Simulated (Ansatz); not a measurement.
CdF2:

```
Cd F
1.0
     0.00000    2.69400    2.69400
     2.69400    0.00000    2.69400
     2.69400    2.69400    0.00000
Cd F
1 2
Direct
  0.00000 0.00000 0.00000
  0.75000 0.75000 0.75000
  0.25000 0.25000 0.25000
```

| Quantity | Value |
| --- | --- |
| Program | Ansatz 0.2.0 |
| Task | relaxation of cell and atoms |
| Functional | PBE |
| Dispersion | D3(BJ) |
| Potentials or basis | Ansatz PAW |
| Cutoff | 420 eV (not typed: the program's choice for these potentials) |
| k mesh | 9 × 9 × 9 |
| Occupations | fermi-dirac, width 0.05 eV |
| Spin | no spin polarisation |

At the start: volume 13.03 Å³/atom.

Q: How do energy, volume and symmetry change on relaxing?

A: It ends after 5 steps and the volume is 13.45 Å³/atom (+3.2 %); space group Fm-3m (No. 225, to 0.05 Å).

Step by step:
```csv
step,energy change (eV),largest force (eV/Å),volume (Å³)
1,0.0000,0.0000,39.10
2,-0.0072,0.0000,40.24
3,-0.0127,0.0000,40.24
4,-0.0124,0.0000,40.35
5,-0.0128,0.0000,40.35
```

Final structure:
```
CELL_PARAMETERS angstrom
0.00000 2.72224 2.72224
2.72224 0.00000 2.72224
2.72224 2.72224 0.00000
ATOMIC_POSITIONS crystal
Cd 0.00000 0.00000 0.00000
F 0.75000 0.75000 0.75000
F 0.25000 0.25000 0.25000
```

Caveat: the plane-wave basis is chosen anew once the cell has moved, so the energies of steps on either side of that aren't comparable; the pressure holds a Pulay correction of +0.6 GPa for the finite cutoff.
